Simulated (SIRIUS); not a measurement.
Crystal: Pd.

```
Pd
1.0
     0.00000    1.94650    1.94650
     1.94650    0.00000    1.94650
     1.94650    1.94650    0.00000
Pd
1
Cartesian
  0.0000 0.0000 0.0000
```

Base run:

| Item | Value |
| --- | --- |
| Program | SIRIUS 7.12.0 |
| Functional | LDA |
| Potentials or basis | PseudoDojo 0.4.1 PBE standard (scalar relativistic) |
| Cutoff | 1127 eV |
| Density cutoff | 4507 eV |
| k mesh | 10 × 10 × 10 |
| Occupations | fermi-dirac, width 0.05 eV |
| Spin | no spin polarisation |

Its results: pressure -8.4 GPa.

Question: After a change of settings the same cell gave: pressure -2.7 GPa. Which change was it?
A. functional from LDA to BPBE; libxc names from ["XC_LDA_X", "XC_LDA_C_PW"] to ["XC_GGA_X_B88", "XC_GGA_C_PBE"]
B. functional from LDA to PBEsol; libxc names from ["XC_LDA_X", "XC_LDA_C_PW"] to ["XC_GGA_X_PBE_SOL", "XC_GGA_C_PBE_SOL"]
C. functional from LDA to RPBE; libxc names from ["XC_LDA_X", "XC_LDA_C_PW"] to ["XC_GGA_X_RPBE", "XC_GGA_C_PBE"]

Answer: B.

Caveats: this set's palladium file may shift the pressure by some GPa; the potentials were made for another functional, which shifts forces and pressure.

Runs at the PBE level aren't shown here.
